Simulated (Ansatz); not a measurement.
## C under changes of volume

One of the cells (5.672 Å³/atom); the others are scaled copies at fixed shape and fractional positions:

```xyz
8
Lattice="2.5221 0.0000 0.0000 -1.2611 2.1842 0.0000 0.0000 0.0000 8.2371" Properties=species:S:1:pos:R:3 pbc="T T T"
C     1.2611    0.7281    6.9501
C     0.0000    1.4561    2.8315
C     1.2611    0.7281    5.4056
C     0.0000    1.4561    1.2870
C     0.0000    0.0000    7.4649
C     0.0000    0.0000    3.3463
C     0.0000    0.0000    4.8908
C     0.0000    0.0000    0.7722
```

This is a hexagonal form of diamond, not graphite.

```yaml
Program: Ansatz 0.2.0
Functional: exchange-only PBE
Potentials_or_basis: Ansatz PAW
Cutoff: "420 eV (not typed: the program's choice for these potentials)"
k_mesh: 12 × 12 × 4
Occupations: fermi-dirac, width 0.05 eV
Spin: no spin polarisation
```

| volume (Å³/atom) | energy over the lowest point (meV/atom) | pressure (GPa) | gap on the mesh (eV) | largest force (eV/Å) |
| --- | --- | --- | --- | --- |
| 5.332 | 143.04 | 65.1 | 4.94 | 0.389 |
| 5.445 | 101.27 | 53.2 | 4.88 | 0.375 |
| 5.559 | 67.49 | 42.3 | 4.83 | 0.361 |
| 5.672 | 41.10 | 32.4 | 4.77 | 0.348 |
| 5.785 | ? | ? | ? | ? |
| 5.899 | 7.92 | 15.0 | 4.67 | 0.323 |
| 6.012 | 0.00 | 7.4 | 4.62 | 0.312 |

Q: What does the run at 5.785 Å³/atom give?

A: Energy over the lowest point 21.44 meV/atom; pressure 23.3 GPa; gap on the mesh 4.72 eV; largest force 0.335 eV/Å.

Worked out: A Birch-Murnaghan fit of order 3 (a polynomial in V^(-2/3)) to the other rows has its minimum at 6.14 Å³/atom, just outside them, with B0 = V·E''(V) = 353 GPa and B' = 3.9 at fixed shape and positions, which overstates the stiffness. It gives 21.53 meV/atom at 5.785 Å³/atom, against the run's 21.44, and -dE/dV = 23.4 GPa, against 23.3. A straight line through the other rows of the gap, of slope -2.66 eV per unit of ln V, gives 4.72 eV, against the run's 4.72.

Energies are extrapolated to zero smearing.

Caveats: the PAW data sets come from PBE, with cores solved anew for the run's functional, which leaves a small shift of forces and pressure.

A mesh can miss the band edges.
